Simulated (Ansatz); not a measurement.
# CdS: the crystal squeezed far

Aim: compress CdS (rocksalt type) step by step, far beyond the usual range, and follow pressure and electronic structure. The runs shown use PAW. Its runs: cell relaxed at zero pressure (PAW); volume scaled by 1 (PAW); volume scaled by 0.94 (PAW); volume scaled by 0.88 (PAW); volume scaled by 0.8 (PAW); volume scaled by 0.72 (PAW); volume scaled by 0.64 (PAW); volume scaled by 0.55 (PAW and PAW (cutoff 300 eV)).

Method: DFT, LDA, PAW with Ansatz's default frozen-core files, scalar-relativistic, in Ansatz 0.2.0.

## 1. The system as given

The structure is cubic, space group Fm-3m (No. 225). Conventional cell: a = 5.046 Å, b = 5.046 Å, c = 5.046 Å, α = 90.00°, β = 90.00°, γ = 90.00°. Around Cd (site symmetry m-3m) lie 6 S at 2.52 Å. S (site symmetry m-3m) is surrounded by 6 Cd at 2.52 Å.

Coordinates:

```
Cd S
1.0
     0.00000    2.52285    2.52285
     2.52285    0.00000    2.52285
     2.52285    2.52285    0.00000
Cd S
1 1
Direct
  0.00000 0.00000 0.00000
  0.50000 0.50000 0.50000
```

Whether this phase is the stable one at these pressures isn't tested.

Atoms are numbered in the order of the input: Cd1, S2.

## 2. Cell relaxed at zero pressure, PAW

Contents of input.yaml:

```yaml
crystal:
  lattice:
    - [0.0, 2.5228479314, 2.5228479314]
    - [2.5228479314, 0.0, 2.5228479314]
    - [2.5228479314, 2.5228479314, 0.0]
  atoms:
    - { symbol: Cd, position: [0.0, 0.0, 0.0] }
    - { symbol: S, position: [0.5, 0.5, 0.5] }
kpoints:
  mp_grid: { grid: [14, 14, 14] }
scf:
  occupations: { method: fermi_dirac, width: 0.05 }
hamiltonian:
  xc: lda
  pseudopotentials: { kind: paw }
output:
  forces: true
  stress: true
relax:
  f_tol: 0.005
  max_steps: 40
  cell: {}
```

On the command line:

```console
ansatz run input.yaml --threads 1 --pin off --max-ram 2048MiB --backend cpu --events-out ev --progress --plain --runs-dir out
```

The runs that follow: Volume scaled by 1, PAW; Volume scaled by 0.94, PAW; Volume scaled by 0.88, PAW; Volume scaled by 0.8, PAW; Volume scaled by 0.72, PAW; Volume scaled by 0.64, PAW; Volume scaled by 0.55, PAW; Volume scaled by 0.55, PAW (cutoff 300 eV).

Q: Predict the outcome of this session. Wanted: PAW pressure at 0.55 of the volume; fitted bulk modulus at zero pressure.

As calculated:

| quantity | value |
| --- | --- |
| PAW pressure at 0.55 of the volume | 219.8 GPa |
| PAW (cutoff 300 eV) pressure at 0.55 of the volume | 219.6 GPa |
| fitted bulk modulus at zero pressure (PAW) | 95 GPa |
| its pressure derivative | 4.45 |

In words: By PAW the pressure climbs to 220 GPa at 0.55 of the first volume. One third-order Birch-Murnaghan curve follows these points (B₀ = 95 GPa, B′ = 4.45, misfit at most 0.35 GPa). A fit over so wide a range leans to the high pressures, so B₀ can be off by several per cent. No all-electron run checks these rows here, and frozen cores can fail under such compression. The ions are at rest, and the electrons smeared by 0.05 eV.
